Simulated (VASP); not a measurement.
Here is a VASP 6.6.1 calculation.

File INCAR:

```
SYSTEM = BN
PREC = Accurate
ENCUT = 520
EDIFF = 1E-7
ISMEAR = 0
SIGMA = 0.02
LREAL = .False.
LASPH = .True.
NELM = 60
ALGO = Normal
ISIF = 3
LWAVE = .False.
LCHARG = .False.
GGA = PE
IVDW = 12
IBRION = 2
NSW = 80
EDIFFG = -0.002
```

Contents of KPOINTS:

```
Automatic mesh
0
Gamma
  15 15 6
  0 0 0
```

The input POSCAR:

```
BN
1.0
    2.4982400000      0.0000000000      0.0000000000
   -1.2491200000      2.1635393000      0.0000000000
    0.0000000000      0.0000000000      6.6357000000
B N
2 2
Direct
    0.3333333300      0.6666666700      0.2500000000
    0.6666666700      0.3333333300      0.7500000000
    0.3333333300      0.6666666700      0.7500000000
    0.6666666700      0.3333333300      0.2500000000
```

Potentials or basis: VASP PAW PBE potentials, release 64 (B, N).

Launch:

```sh
$ cat potpaw_PBE.64/B/POTCAR potpaw_PBE.64/N/POTCAR > POTCAR
$ mpirun -np 1 vasp_std > vasp.out
```

Task: What does it give for the relaxed volume?

Result: 8.96 Å³/atom.

Task: What does it give for the space group after relaxing (to 0.05 Å)?

Result: P6_3/mmc (No. 194).

Task: What does it give for the dispersion energy per atom?

Result: -0.142 eV.

Task: Estimate the relaxed cell.

Result: a = 2.507 Å, b = 2.507 Å, c = 6.585 Å, α = 90.00°, β = 90.00°, γ = 120.00°.

The path:
```tsv
step	energy change (eV)	largest force (eV/Å)	pressure (GPa)	volume (Å³)
1	0.0000	0.0000	2.42	35.87
2	0.0077	0.0000	-4.69	36.57
3	-0.0029	0.0000	-0.09	36.11
4	-0.0029	0.0000	-0.04	36.10
5	-0.0029	0.0000	-0.03	36.08
6	-0.0030	0.0000	-0.02	36.03
7	-0.0031	0.0000	0.01	35.92
8	-0.0030	0.0000	0.06	35.70
9	-0.0031	0.0000	0.03	35.84
10	-0.0031	0.0000	-0.23	35.86
11	-0.0031	0.0000	0.00	35.84
```
